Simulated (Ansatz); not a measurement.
## AgCl: where the heat goes in a short trajectory

Theory: DFT PBE+D3(BJ), scalar-relativistic, plane waves, PAW (Ansatz). Settings: plane waves to 420 eV, k-mesh 2×2×2 (shifted by 0.5, 0.5, 0.5 steps), Fermi–Dirac smearing 0.16 eV. The mesh is coarse. No spin polarisation.

16 atoms start on the lattice sites below (V = 343.4 Å³, 1.06 times the source cell's; static pressure -5.01 GPa, largest force component 0.00 eV/Å) with velocities drawn for 1800 K; Nosé–Hoover thermostat aiming at the same temperature, at which the real crystal may have melted, fixed cell, 42 steps of 3 fs.

```
Ag Cl
1.0
     7.00265    0.00000    0.00000
     0.00000   -7.00265    0.00000
     0.00000    0.00000   -7.00265
Ag Cl
8 8
Direct
  0.00000 0.50000 0.50000
  0.00000 0.50000 0.00000
  0.00000 0.00000 0.50000
  0.00000 0.00000 0.00000
  0.50000 0.50000 0.50000
  0.50000 0.50000 0.00000
  0.50000 0.00000 0.50000
  0.50000 0.00000 0.00000
  0.25000 0.25000 0.25000
  0.25000 0.25000 0.75000
  0.25000 0.75000 0.25000
  0.25000 0.75000 0.75000
  0.75000 0.25000 0.25000
  0.75000 0.25000 0.75000
  0.75000 0.75000 0.25000
  0.75000 0.75000 0.75000
```

| t (fs) | T (K) | kinetic energy (meV/atom) | potential energy over the first frame (meV/atom) | P with the kinetic part (GPa) |
| --- | --- | --- | --- | --- |
| 0.0 | 1800 | 218.1 | 0.0 | -3.85 |
| 9.0 | 1763 | 213.6 | 4.5 | -3.68 |
| 18.0 | 1661 | 201.3 | 17.0 | -3.18 |
| 27.0 | 1525 | 184.8 | 33.8 | -2.41 |
| 36.0 | 1402 | 169.9 | 49.4 | -1.48 |
| 45.0 | 1359 | 164.7 | 56.0 | -0.56 |
| 54.0 | 1477 | 178.9 | 43.9 | 0.12 |
| 63.0 | 1735 | 210.2 | 15.5 | 0.55 |
| 72.0 | 1956 | 237.1 | -7.6 | 1.05 |
| 81.0 | 1986 | 240.7 | -7.1 | 1.91 |
| 90.0 | 1814 | 219.8 | 17.9 | 3.08 |
| 99.0 | 1590 | 192.6 | 49.0 | 4.21 |
| 108.0 | 1500 | 181.7 | 64.0 | 4.95 |
| 117.0 | 1554 | 188.3 | 62.4 | 5.24 |
| 126.0 | 1680 | 203.5 | 53.5 | 5.26 |

T counts 3N − 3 degrees of freedom. Means over every step of the second half, not only the rows shown: T = 1730 K, kinetic energy 209.6 meV/atom, potential energy 30.4 meV/atom, P = 3.32 GPa.

Does the potential energy follow equipartition for harmonic vibrations?

In a harmonic crystal each vibration holds as much potential as kinetic energy on average, here 209.6 meV/atom. The run has 30.4, a ratio of 0.15. The deficit can mean that slow modes haven't yet taken up their share, that the thermostat is still feeding kinetic energy, or that the atoms found a lower arrangement than the start. So short a run gives a rough mean. Electronic entropy is part of the potential energy at this smearing.

Split the rise of pressure into the kinetic part and the rest. Can a thermal Grüneisen parameter be estimated?

The program counts the kinetic part as N k_B T/V = 1.11 GPa. The pressure lies 8.33 GPa over the static one in all, so the forces add 7.22 GPa. The potential energy lies far under its harmonic share, so slow or unstable modes may dominate and no γ is drawn.